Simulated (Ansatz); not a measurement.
The system is Nb3Sn.

```
Sn Nb
1.0
     5.28210    0.00000    0.00000
     0.00000    5.28210    0.00000
     0.00000    0.00000    5.28210
Sn Nb
2 6
Cartesian
  2.6410 2.6410 2.6410
  0.0000 0.0000 0.0000
  0.0000 2.6410 1.3205
  0.0000 2.6410 3.9616
  2.6410 1.3205 0.0000
  3.9616 0.0000 2.6410
  2.6410 3.9616 0.0000
  1.3205 0.0000 2.6410
```

Base run:

* Program: Ansatz 0.2.0
* Functional: LDA
* Potentials or basis: Ansatz PAW
* Cutoff: 420 eV (not typed: the program's choice for these potentials)
* k mesh: 5 × 5 × 5
* Occupations: fermi-dirac, width 0.05 eV
* Spin: no spin polarisation

Its results: band gap on the k mesh none (metal or under the smearing width); pressure -5.9 GPa.

After a change of settings the same cell gave: band gap on the k mesh none (metal or under the smearing width); pressure 10.4 GPa. Which change was it?
A. functional from LDA to PBEsol
B. functional from LDA to BLYP
C. functional from LDA to r2SCAN; cutoff from 420 eV (not typed: the program's choice for these potentials) to 500 eV (not typed: the program's choice for these potentials)
D. functional from LDA to revPBE

B.

BLYP binds less tightly than LDA, so the same cell stands under more pressure.

Caveats: spin-orbit coupling is left out, which moves the levels of the heavy elements; the PAW data sets come from PBE, with cores solved anew for the run's functional, which leaves a small shift of forces and pressure.

Runs at the PBE level aren't shown here.
